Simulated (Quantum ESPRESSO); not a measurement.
## CoO: zone-centre phonons under several settings

```xyz
2
Lattice="-1.5080 1.5080 2.1073 1.5080 -1.5080 2.1073 1.5080 1.5080 -2.1073" Properties=species:S:1:pos:R:3 pbc="T T T"
Co    0.0000    0.0000    0.0000
O     0.0000    0.0000    2.1073
```

All runs used Quantum ESPRESSO 7.5; k mesh 6 × 6 × 6, shifted; given cell, atoms relaxed; collinear spin, ferromagnetic start; occupations fermi-dirac, width 0.05 eV.

| level | potentials | cutoff (eV) | pressure (GPa) | lowest optical mode without the field (cm⁻¹) | highest optical mode without the field (cm⁻¹) |
| --- | --- | --- | --- | --- | --- |
| PBE | JTH 2.0 PBE | 707 | 0.1 | 152 | 208 |
| PBE | SSSP 1.3 efficiency PBE | 748 | 0.2 | 70 | 148 |
| PBE | GBRV 1.5 PBE | 762 | 0.5 | 79 | 153 |
| PBE | SG15 PBE 1.2 | 1197 | 0.8 | 183 | 234 |
| PBE | SPMS 1.0 PBE | 1197 | -0.6 | 134 | 195 |
| PBE | PseudoDojo 0.4.1 SR PBE standard | 1306 | ? | ? | ? |
| PBE | PseudoDojo 0.4 SR PBE stringent | 1415 | 0.1 | 122 | 184 |

Problem. What stands in the row left open?

Solution. Pressure 0.1 GPa; lowest optical mode without the field 132 cm⁻¹; highest optical mode without the field 191 cm⁻¹.

Caveats: all runs use coarse meshes; the mesh is thin for the phonons of a metal; a cell with one magnetic atom can't hold antiferromagnetic order, which such compounds often take; before the sum rule the acoustic modes lie tens of cm⁻¹ from zero, a sign that the density grid also shifts the optical modes (some runs).

For the row left open. Caveat: the k mesh is coarse (spacing up to 0.49 Å⁻¹), so the values aren't converged; the mesh is thin for the phonons of a metal; a cell with one magnetic atom can't hold antiferromagnetic order, which such compounds often take.
